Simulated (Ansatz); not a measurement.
Relaxed BaSnO3 (cubic perovskite):

```xyz
5
Lattice="4.1761 0.0000 0.0000 0.0000 4.1761 0.0000 0.0000 0.0000 4.1761" Properties=species:S:1:pos:R:3 pbc="T T T"
Ba     0.0000     0.0000     0.0000
Sn     2.0880     2.0880     2.0880
O      0.0000     2.0880     2.0880
O      2.0880     2.0880     0.0000
O      2.0880     0.0000     2.0880
```

In this cell atom 2 (Sn, nearest neighbour O at 2.088 Å; its periodic images, 4.2 Å or more away, move with it) is moved by s along Cartesian x, unit vector (1.000, 0.000, 0.000); all other atoms and the cell stay fixed.

All values below come from PBE (plane waves to 420 eV, PAW, scalar-relativistic; Ansatz, a quantum-chemistry and plane-wave program). k mesh 7×7×7 (Γ-centred), Fermi-Dirac smearing 0.05 eV. The energy includes the smearing's −TS. Left out: 2 of 11 points, with atoms too close for the PAW data. BaSnO3 was relaxed with its symmetry unable to fall. ΔE is measured from the undisplaced structure.

Successive frames, forces in eV/Å:

| frame | ΔE (meV/cell) | F on Ba1 | F on Sn2 | F on O3 | F on O4 | F on O5 |
|---|---|---|---|---|---|---|
| s = -0.126 Å | 124 | (-0.383, 0.000, 0.000) | (2.081, 0.000, 0.000) | (-1.611, 0.000, 0.000) | (-0.044, 0.000, 0.000) | (-0.044, 0.000, 0.000) |
| s = 0.000 Å | 0 | (0.000, 0.000, 0.000) | (0.000, 0.000, 0.000) | (0.000, 0.000, 0.000) | (0.000, 0.000, 0.000) | (0.000, 0.000, 0.000) |
| s = 0.126 Å | 124 | (0.383, 0.000, 0.000) | (-2.081, 0.000, 0.000) | (1.611, 0.000, 0.000) | (0.044, 0.000, 0.000) | (0.044, 0.000, 0.000) |
| s = 0.252 Å | 579 | (0.762, 0.000, 0.000) | (-5.473, 0.000, 0.000) | (4.464, 0.000, 0.000) | (0.124, 0.000, 0.000) | (0.124, 0.000, 0.000) |

Task: What are the energy and the forces in the next frame, s = 0.378 Å?

Result: ΔE (meV/cell) = 1625.

```
atom       Fx     Fy     Fz
----  -------  -----  -----
Ba1     1.130  0.000  0.000
Sn2   -11.779  0.000  0.000
O3     10.122  0.000  0.000
O4      0.264  0.000  0.000
O5      0.264  0.000  0.000
```

(For displaced atoms, the force is minus the slope of the energy, and its curvature is a force constant, which sets phonon frequencies.)
